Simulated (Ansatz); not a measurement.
# Te2Mo in Ansatz: single point with PBE

Aim: the single point of Te2Mo with PBE.

Everything below comes from runs of Ansatz 0.2.0. Logs are shortened: lines on timing, memory, paths and dates and some standing lists are left out, and cuts for length are marked.

## 1. The cell of the first run

The cell holds a slab with vacuum, 12 atoms: a = 3.562 Å, b = 3.500 Å, c = 38.990 Å, α = 90.00°, β = 90.00°, γ = 118.27°.

## 2. Single point, PBE (strained by +4 %)

File input.yaml:

```yaml
crystal:
  lattice:
    - [3.5613831954, 0.0712276639, 0.0]
    - [-1.7190066313, 3.0486344878, 0.0]
    - [0.0, 0.0, 38.99026814]
  atoms:
    - { symbol: Te, position: [0.3333333333, 0.6666666667, 0.32822317] }
    - { symbol: Te, position: [0.3333333333, 0.6666666667, 0.95181809] }
    - { symbol: Te, position: [0.6666666667, 0.3333333333, 0.14008092] }
    - { symbol: Te, position: [0.6666666667, 0.3333333333, 0.76363067] }
    - { symbol: Te, position: [0.6666666667, 0.3333333333, 0.04818191] }
    - { symbol: Te, position: [0.6666666667, 0.3333333333, 0.67177683] }
    - { symbol: Te, position: [0.3333333333, 0.6666666667, 0.23636933] }
    - { symbol: Te, position: [0.3333333333, 0.6666666667, 0.85991908] }
    - { symbol: Mo, position: [0.6666666667, 0.3333333333, 0.282338] }
    - { symbol: Mo, position: [0.6666666667, 0.3333333333, 0.90585884] }
    - { symbol: Mo, position: [0.3333333333, 0.6666666667, 0.09414116] }
    - { symbol: Mo, position: [0.3333333333, 0.6666666667, 0.717662] }
hamiltonian:
  xc: pbe
  pseudopotentials: { kind: paw }
kpoints:
  mp_grid: { grid: [7, 7, 1] }
scf:
  occupations: { method: fermi_dirac, width: 0.05 }
output:
  forces: true
  stress: true
  eigenvalues: true
  write_density: true
  write_potential: true
  elf: true
  volumetric_format: npy
```

Potentials or basis: Ansatz PAW.

On the command line:

```bash
$ ansatz run input.yaml --threads 4 --pin off --max-ram 11264MiB --backend cpu --events-out ev --progress --plain --runs-dir out
```

The log of the run:

```text
Warning: RAYON_NUM_THREADS=4 ignored (pool sized by the plan → 4); use --threads N
Engine: ansatz 0.2.0, aarch64-unknown-linux-gnu
Pseudopotentials: kind: paw
Pseudopotential: Te, paw, valence charge 16, recommended cutoff 420 eV (normal), Te.paw.azcp
Pseudopotential: Mo, paw, valence charge 14, recommended cutoff 420 eV (normal), Mo.paw.azcp
Functional definition: PBE
  parameter kappa = 0.804
  parameter beta = 0.06672455060314922
  exchange = pbe_x(kappa = kappa, mu = beta*pi^2/3)
  correlation = pbe_c(beta = beta)
[... 62 lines left out ...]
  atom  12  Mo    -0.27710616     0.01647607     0.01192061
  max |Σ_I F_I| component: 5.55e-17 eV/Å
--- Stress (GPa, compression-positive) ---
        0.372768      -1.445506      -0.004740
       -1.445506       0.458392       0.000198
       -0.004740       0.000198       1.245449
  P = ⅓ Tr σ = 0.6922 GPa (6.922 kbar)
--- Band table (eV; the first three rows and the last of 25) ---
  k-point 0: bands = ["-53.5341", "-53.5341", "-53.5306", "-53.5306", "-29.3752", "-29.3751", "-29.3709", "-29.3709", "-29.3684", "-29.3684", "-29.3642", "-29.3642", "-29.3639", "-29.3639", "-29.3594", "-29.3594", "-29.3553", "-29.3553", "-29.3509", "-29.3509", "-29.3091", "-29.3089", "-29.3031", "-29.3029", "-29.3016", "-29.3016", "-29.2974", "-29.2972", "-29.2959", "-29.2959", "-29.2929", "-29.2928", "-29.2860", "-29.2860", "-29.2827", "-29.2824", "-29.2814", "-29.2814", "-29.2753", "-29.2753", "-29.2730", "-29.2727", "-29.2600", "-29.2599", "-27.6769", "-27.6769", "-27.6736", "-27.6736", "-27.5816", "-27.5816", "-27.5780", "-27.5780", "-27.5328", "-27.5328", "-27.5292", "-27.5292", "-5.4855", "-5.4457", "-5.3954", "-5.3560", "-4.5554", "-4.4827", "-4.4032", "-4.3469", "1.8431", "2.0338", "2.2914", "2.5175", "4.7719", "5.1774", "5.2667", "5.2701", "5.2724", "5.2736", "5.6161", "5.6206", "5.6227", "5.6244", "5.6912", "6.1244", "6.1596", "6.1661", "6.1752", "6.2371", "6.2905", "6.2961", "6.3027", "6.3340", "6.5408", "6.9083", "7.0845", "7.1698", "9.9559", "9.9729", "9.9944", "10.0087", "10.2511", "10.2910", "10.3255", "10.3312", "10.3433", "10.3571", "10.3666", "10.3835", "10.5637", "10.6025", "10.6405", "10.6646", "11.3979", "11.6087", "12.6314"]
  k-point 1: bands = ["-53.5326", "-53.5326", "-53.5291", "-53.5291", "-29.3717", "-29.3716", "-29.3683", "-29.3683", "-29.3653", "-29.3653", "-29.3648", "-29.3648", "-29.3617", "-29.3617", "-29.3580", "-29.3580", "-29.3557", "-29.3557", "-29.3494", "-29.3494", "-29.3104", "-29.3102", "-29.3041", "-29.3039", "-29.3032", "-29.3032", "-29.3013", "-29.3012", "-29.2972", "-29.2972", "-29.2941", "-29.2939", "-29.2893", "-29.2893", "-29.2827", "-29.2827", "-29.2812", "-29.2809", "-29.2737", "-29.2737", "-29.2711", "-29.2708", "-29.2581", "-29.2581", "-27.6648", "-27.6648", "-27.6615", "-27.6615", "-27.5946", "-27.5946", "-27.5911", "-27.5911", "-27.5481", "-27.5481", "-27.5446", "-27.5446", "-5.2149", "-5.1758", "-5.1264", "-5.0876", "-4.3635", "-4.2945", "-4.2197", "-4.1672", "2.1372", "2.3218", "2.5741", "2.7991", "4.5407", "4.8055", "4.8341", "4.8468", "4.8531", "4.8783", "5.1352", "5.3081", "5.6693", "5.6750", "5.6807", "5.6839", "5.8738", "5.8817", "5.8901", "5.8953", "6.1781", "6.2321", "6.3413", "6.5669", "6.5854", "6.9395", "6.9491", "6.9518", "9.2873", "9.3293", "9.3740", "9.4060", "9.4112", "9.5026", "9.5109", "9.5200", "9.8582", "9.9002", "9.9540", "9.9973", "10.3217", "10.3678", "10.4120", "10.4399", "11.7553", "11.9793", "13.1880"]
  k-point 2: bands = ["-53.5292", "-53.5292", "-53.5258", "-53.5258", "-29.3726", "-29.3725", "-29.3663", "-29.3663", "-29.3661", "-29.3660", "-29.3600", "-29.3599", "-29.3570", "-29.3570", "-29.3533", "-29.3533", "-29.3505", "-29.3505", "-29.3417", "-29.3417", "-29.3133", "-29.3131", "-29.3102", "-29.3101", "-29.3070", "-29.3070", "-29.3060", "-29.3059", "-29.3014", "-29.3014", "-29.2951", "-29.2949", "-29.2948", "-29.2948", "-29.2841", "-29.2840", "-29.2781", "-29.2780", "-29.2705", "-29.2705", "-29.2667", "-29.2665", "-29.2540", "-29.2540", "-27.6380", "-27.6380", "-27.6374", "-27.6374", "-27.6346", "-27.6346", "-27.6338", "-27.6338", "-27.5690", "-27.5690", "-27.5654", "-27.5654", "-4.4888", "-4.4536", "-4.4090", "-4.3739", "-3.8531", "-3.7965", "-3.7371", "-3.6965", "2.7230", "2.8510", "3.0168", "3.1461", "3.5705", "3.5959", "3.6516", "3.7877", "3.8451", "3.9877", "4.0432", "4.0480", "5.2540", "5.2695", "5.2858", "5.2966", "5.6645", "5.7917", "5.9660", "6.1156", "6.1280", "6.1461", "6.1539", "6.1805", "6.3302", "6.3620", "6.3795", "6.3845", "8.4584", "8.5682", "8.7154", "8.8608", "9.0144", "9.0528", "9.1003", "9.1370", "9.3372", "9.5174", "9.7591", "9.9777", "10.5664", "10.6425", "10.7286", "10.7924", "12.5846", "12.7363", "13.1361"]
  k-point 24: bands = ["-53.5277", "-53.5277", "-53.5242", "-53.5242", "-29.3761", "-29.3761", "-29.3692", "-29.3692", "-29.3624", "-29.3624", "-29.3560", "-29.3560", "-29.3541", "-29.3541", "-29.3494", "-29.3494", "-29.3487", "-29.3487", "-29.3398", "-29.3398", "-29.3175", "-29.3172", "-29.3116", "-29.3115", "-29.3097", "-29.3097", "-29.3041", "-29.3041", "-29.3033", "-29.3033", "-29.2980", "-29.2978", "-29.2924", "-29.2924", "-29.2870", "-29.2870", "-29.2769", "-29.2768", "-29.2691", "-29.2691", "-29.2643", "-29.2641", "-29.2518", "-29.2518", "-27.6721", "-27.6721", "-27.6687", "-27.6687", "-27.6233", "-27.6233", "-27.6198", "-27.6198", "-27.5680", "-27.5680", "-27.5644", "-27.5644", "-3.9576", "-3.9288", "-3.8925", "-3.8645", "-3.4983", "-3.4558", "-3.4128", "-3.3846", "2.5207", "2.5645", "2.6112", "2.6385", "3.2224", "3.2327", "3.2678", "3.2974", "3.5842", "3.7038", "3.8353", "3.9434", "4.5090", "4.6101", "4.7063", "4.7633", "5.4241", "5.4505", "5.4804", "5.5001", "5.8995", "5.9126", "5.9371", "5.9573", "6.6753", "6.6951", "6.7173", "6.7323", "8.2961", "8.4231", "8.5949", "8.7404", "8.7972", "8.8120", "8.8363", "8.8857", "9.2868", "9.4732", "9.6616", "9.7916", "10.4211", "10.5933", "10.8424", "11.0945", "12.2344", "12.4583", "12.6877"]
```

rho_z.tsv:

```text
# z_ang	rho[e/angstrom^3]
# format = ansatz-planar-average/11
# lattice	3.561383195	0.071227664	0.000000000
# lattice	-1.719006631	3.048634488	0.000000000
# lattice	0.000000000	0.000000000	38.990268140
# sites	12
# site	52	0.041123311	2.056165547	12.797509408
# site	52	0.041123311	2.056165547	37.111642550
# site	52	1.801253253	1.063696605	5.461792632
# site	52	1.801253253	1.063696605	29.774164583
# site	52	1.801253253	1.063696605	1.878625590
# site	52	1.801253253	1.063696605	26.192758732
# site	52	0.041123311	2.056165547	9.216103557
# site	52	0.041123311	2.056165547	33.528475508
# site	42	1.801253253	1.063696605	11.008434326
# site	42	1.801253253	1.063696605	35.319679069
# site	42	0.041123311	2.056165547	3.670589071
# site	42	0.041123311	2.056165547	27.981833814
0.000000	3.109705e-2
0.144408	3.341142e-2
0.288817	4.086701e-2
0.433225	5.415339e-2
0.577634	7.491082e-2
0.722042	1.046680e-1
[... 262 lines left out ...]
38.701451	4.086701e-2
38.845860	3.341142e-2
```

v_z.tsv:

```text
# z_ang	v_es[eV]	v_tot_of_output_density[eV]	v_es_of_output_density[eV]
# format = ansatz-planar-average/11
# xc	pbe
# density_cutoff_ev	1680
# datasets	Te=:simpson_from_first_knot:soft	Mo=:simpson_from_first_knot:soft
# lattice	3.561383195	0.071227664	0.000000000
# lattice	-1.719006631	3.048634488	0.000000000
# lattice	0.000000000	0.000000000	38.990268140
# sites	12
# site	52	0.041123311	2.056165547	12.797509408
# site	52	0.041123311	2.056165547	37.111642550
# site	52	1.801253253	1.063696605	5.461792632
# site	52	1.801253253	1.063696605	29.774164583
# site	52	1.801253253	1.063696605	1.878625590
# site	52	1.801253253	1.063696605	26.192758732
# site	52	0.041123311	2.056165547	9.216103557
# site	52	0.041123311	2.056165547	33.528475508
# site	42	1.801253253	1.063696605	11.008434326
# site	42	1.801253253	1.063696605	35.319679069
# site	42	0.041123311	2.056165547	3.670589071
# site	42	0.041123311	2.056165547	27.981833814
0.000000	1.142495e1	6.555363e0	1.142584e1
0.144408	1.136674e1	6.388602e0	1.136763e1
0.288817	1.117837e1	5.880553e0	1.117926e1
0.433225	1.083672e1	5.073013e0	1.083762e1
0.577634	1.028535e1	3.939613e0	1.028625e1
0.722042	9.438096e0	2.394285e0	9.438988e0
[... 262 lines left out ...]
38.701451	1.117837e1	5.880553e0	1.117926e1
38.845860	1.136674e1	6.388602e0	1.136763e1
```

It took 36 s on 4 threads of Arm Neoverse V1, shared host; peak memory 1.8 GiB.

What came out:

| Item | Value |
| --- | --- |
| Free energy | -75666.8531 eV |
| Largest force | 0.278 eV/Å |
| Band gap on the k mesh | 1.09 eV, indirect (least direct gap 1.19 eV) |

Forces on the atoms (eV/Å):
```
Te  -0.140  0.008  0.220
Te  -0.139  0.008  0.183
Te   0.140 -0.008  0.191
Te   0.139 -0.008  0.184
Te   0.139 -0.008 -0.183
Te   0.140 -0.008 -0.220
Te  -0.139  0.008 -0.184
Te  -0.140  0.008 -0.191
Mo   0.277 -0.016 -0.012
Mo   0.275 -0.016  0.008
Mo  -0.275  0.016 -0.008
Mo  -0.277  0.016  0.012
```

Caveat: odd divisions of the mesh miss points on the zone boundary, where band edges often lie, so the gap on the mesh can be too wide; spin-orbit coupling is left out, which moves the levels of the heavy elements.
